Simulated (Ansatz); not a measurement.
## A series in volume scale on BaS

Periodic Kohn-Sham DFT of a crystal at fixed atoms, scaled to volume_scale times the given cell; pressure positive in compression, energy less spherical unpolarised free atoms, largest_vzz the field gradient of largest size among the nuclei. The results are calculated, by Ansatz 0.2.0.

The cell before it is scaled or strained (space group Fm-3m, No. 225):
```
BaS
1.0
      0.0000     3.1937     3.1937
      3.1937     0.0000     3.1937
      3.1937     3.1937     0.0000
Ba S
1 1
Direct
  0.00000 0.00000 0.00000
  0.50000 0.50000 0.50000
```

Settings of every row: method all-electron PAW; functional PBEsol; relativity scalar; k mesh 8x8x8; filling fermi-dirac; smearing width 0.02 eV; nucleus gaussian.

Atom start moment: 0 on all atoms.

Limits: no spin-orbit coupling on heavy atoms.

```
row  volume scale  V (Å³/atom)  pressure (GPa)
  1          0.94        30.62               ?
  2          0.95       30.946            1.23
  3          0.96       31.275           0.698
  4          0.98       31.926          -0.279
  5          0.99       32.252          -0.727
  6             1       32.576          -1.151
  7          1.01       32.901          -1.552
  8          1.02       33.229          -1.931
  9          1.04       33.878          -2.627
 10          1.05       34.207          -2.946
 11          1.06       34.529          -3.248
```

Question: what pressure should row 1 give?

Worked fit of pressure. Take u = (V_r/V)^(2/3) − 1 with V_r = 32.739 Å³ an atom, which is twice the finite (Eulerian) strain; such expansions in the strain, on which the Birch-Murnaghan equation of state is built, carry the rest volume and the bulk modulus. The shown rows have u = 0.03826, 0.03097, 0.01691, 0.01004, 0.00333, -0.00329, -0.00986, -0.02254, -0.02882, -0.03487. Least squares give pressure = −1.3537 + 60.582 × u + 181.58 × u² GPa; a straight line predicts inner rows, each left out in turn, worse (root mean square 0.087 against 0.0021 GPa). The rows lie off it by 0.000, 0.001, -0.002, 0.000, -0.001, -0.001, 0.002, 0.000, 0.003, -0.003. The pressure vanishes at u = 0.0210, or V = 31.73 Å³ an atom, and there the bulk modulus at fixed shape and fractions is B = −V dP/dV = (2/3)(1 + u) dP/du = 46.4 GPa. The withheld row has u = 0.04562, so the fit gives −1.3537 + 60.582 × (0.04562) + 181.58 × (0.04562)² = 1.788 GPa.

The calculation gave 1.793 GPa. The fit lies 0.005 GPa (0.099 % of the column's range) below it; its largest miss of a shown row is 0.003 GPa. This row lies beyond the range of the fit.
